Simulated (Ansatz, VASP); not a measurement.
# Two plane-wave programs on Pb

```
Pb
1.0
     3.04474    0.00000    0.00000
    -1.52237    2.63683    0.00000
     0.00000    0.00000    2.88634
Pb
1
Direct
  0.00000 0.00000 0.00000
```

Change from the starting cell: volume scaled by 0.7, PAW files.

Alike in both runs: task single point; functional PBE; k mesh 13 × 13 × 12; occupations fermi-dirac, width 0.1 eV; no spin polarisation.

```csv
,VASP,Ansatz
version,VASP 6.6.1,Ansatz 0.2.0
potentials or method,"VASP PAW PBE potentials, release 64 (Pb_d)","PAW with Ansatz's default frozen-core files, scalar-relativistic"
plane-wave cutoff (eV),520,420
valence electrons in the cell,14,14
```

Ansatz gave:

- pressure (GPa): 32.2

Q: Which values does VASP return?

A: Pressure (GPa): 32.1.

Caveats: so large a pressure means that the cell lies far from this level's equilibrium, or that cutoff or potentials fall short (VASP). Spin-orbit coupling is left out, which matters for the levels of Pb.
